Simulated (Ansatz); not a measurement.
# Relaxing Zr$_{5}$S$_{9}$

Theory: Ansatz 0.2.0, DFT PBE, scalar-relativistic, plane waves, PAW. Run with 420 eV cutoff, 2×2×2 k-mesh, shifted by half a step, Gaussian smearing of 0.01 eV, collinear spin.

What was changed: Zr interstitial, charge +1, atoms relaxed at the host's cell.

The starting moments were lost, and the run ended without a moment.

In a supercell of 28 atoms the defect feels its periodic images.

Command:

```bash
ansatz run input.yaml --threads 4 --pin off --max-ram 10240MiB --backend cpu --events-out ev --progress --plain --runs-dir out
```

Input:

```yaml
crystal:
  lattice:
    - [5.5278124674, 3.1914840161, 6.7579086874]
    - [-5.5278124674, 3.1914840161, 6.7579086874]
    - [0.0, -6.3829680322, 6.7579086874]
  atoms:
    - { symbol: Zr, position: [0.9932692639, 0.3400771558, 0.6671551161] }
    - { symbol: Zr, position: [0.9929393504, 0.6678911289, 0.3394758543] }
    - { symbol: Zr, position: [0.3376501651, -0.0042704487, 0.6670152707] }
    - { symbol: Zr, position: [0.003281336, 0.0088686669, 0.0034725625], spin: 0.111 }
    - { symbol: Zr, position: [0.3274980343, 0.3319051026, 0.3275000008], spin: 0.111 }
    - { symbol: Zr, position: [0.6654742279, 0.6678169902, 0.6669725683] }
    - { symbol: Zr, position: [0.338179097, 0.6682479343, -0.005400004] }
    - { symbol: Zr, position: [0.6653834027, -0.00455906, 0.3395094403] }
    - { symbol: Zr, position: [0.6657798407, 0.3405090034, -0.0052072638] }
    - { symbol: S, position: [0.481015012, 0.4833893874, 0.8173834159] }
    - { symbol: S, position: [0.4809497896, 0.8180416356, 0.4823993664] }
    - { symbol: S, position: [0.8195561353, 0.1517713514, 0.8213245587] }
    - { symbol: S, position: [0.4736434881, 0.1467869307, 0.1421832716], spin: 0.111 }
    - { symbol: S, position: [0.8156692648, 0.4833020814, 0.4823920081] }
    - { symbol: S, position: [0.1493209416, 0.8219562157, 0.8212968426] }
    - { symbol: S, position: [0.8196117512, 0.8219716994, 0.1507837646] }
    - { symbol: S, position: [0.1394895637, 0.1411550692, 0.4721880868], spin: 0.111 }
    - { symbol: S, position: [0.1384912228, 0.4804330843, 0.1412991617], spin: 0.111 }
    - { symbol: S, position: [0.1815432874, 0.513612872, 0.5128177859] }
    - { symbol: S, position: [0.1856455283, 0.8624869695, 0.1933209979], spin: 0.111 }
    - { symbol: S, position: [0.5112554831, 0.1840262075, 0.5128214407] }
    - { symbol: S, position: [0.1918631186, 0.1865973812, 0.8643388112], spin: 0.111 }
    - { symbol: S, position: [0.5112417272, 0.5136484126, 0.1834494721] }
    - { symbol: S, position: [0.8500039838, 0.8524193244, 0.5169816232] }
    - { symbol: S, position: [0.5155026432, 0.852611148, 0.8514895336] }
    - { symbol: S, position: [0.8542783975, 0.1916374255, 0.1932527166], spin: 0.111 }
    - { symbol: S, position: [0.8502178194, 0.5178582736, 0.8515953009] }
    - { symbol: Zr, position: [0.1654985352, 0.17151279, 0.1687754098], spin: 0.111 }
  host:
    lattice:
      - [3.6852083116, 0.0, 0.0]
      - [-1.8426041558, 3.1914840161, 0.0]
      - [0.0, 0.0, 6.7579086874]
    atoms:
      - { symbol: Zr, position: [0.0, 0.0, 0.0] }
      - { symbol: S, position: [0.6666666667, 0.3333333333, 0.7856836291] }
      - { symbol: S, position: [0.3333333333, 0.6666666667, 0.2143163709] }
total_charge: 1
basis:
  ecutwfc: 420
  xc_grid: 2
kpoints:
  mp_grid: { grid: [2, 2, 2], shift: [0.5, 0.5, 0.5] }
hamiltonian:
  xc: pbe
scf:
  occupations: { method: gaussian, width: 0.01 }
output:
  forces: true
  stress: false
  eigenvalues: true
  populations: true
  charged_corrections:
    defect_position: [0.16666667, 0.16666667, 0.16666667]
    epsilon: [[53.0185, 0.0, 0.0], [0.0, 53.0185, 0.0], [0.0, 0.0, 3.7275]]
magnetization:
  spin_polarized: true
relax:
  adjacent_minimum: "off"
  f_tol: 0.025
  max_steps: 45
```

F is the free energy.

Steps:

```
step F − F(1) (eV) largest force component (eV/Å)
   1         0.0000                           0.402
   2        -0.0097                           0.367
   3        -0.0803                           0.028
   4        -0.0811                           0.008
```

Relaxed structure:

```
CELL_PARAMETERS angstrom
5.52781 3.19148 6.75791
-5.52781 3.19148 6.75791
0.00000 -6.38297 6.75791
ATOMIC_POSITIONS crystal
Zr 0.99174 0.34163 0.66706
Zr 0.99180 0.66833 0.34039
Zr 0.33851 0.99490 0.66717
Zr 0.99867 0.00179 0.00071
Zr 0.33182 0.33487 0.33367
Zr 0.66509 0.66816 0.66719
Zr 0.33843 0.66826 0.99393
Zr 0.66521 0.99496 0.34043
Zr 0.66515 0.34153 0.99392
S 0.48064 0.48378 0.81722
S 0.48069 0.81827 0.48274
S 0.81724 0.15349 0.81930
S 0.46893 0.14691 0.14572
S 0.81511 0.48382 0.48267
S 0.15036 0.82046 0.81934
S 0.81720 0.82046 0.15232
S 0.14384 0.14694 0.47081
S 0.14385 0.47203 0.14575
S 0.17991 0.51615 0.51501
S 0.18651 0.86449 0.18860
S 0.51305 0.18309 0.51500
S 0.18652 0.18966 0.86340
S 0.51307 0.51626 0.18197
S 0.84962 0.85276 0.51711
S 0.51514 0.85271 0.85161
S 0.86138 0.18965 0.18856
S 0.84961 0.51817 0.85165
Zr 0.16518 0.16819 0.16733
```

The run converged. The run took 100 s on 4 threads of INTEL(R) XEON(R) PLATINUM 8581C CPU @ 2.10GHz (Emerald Rapids) (shared host), peak memory 2.4 GiB.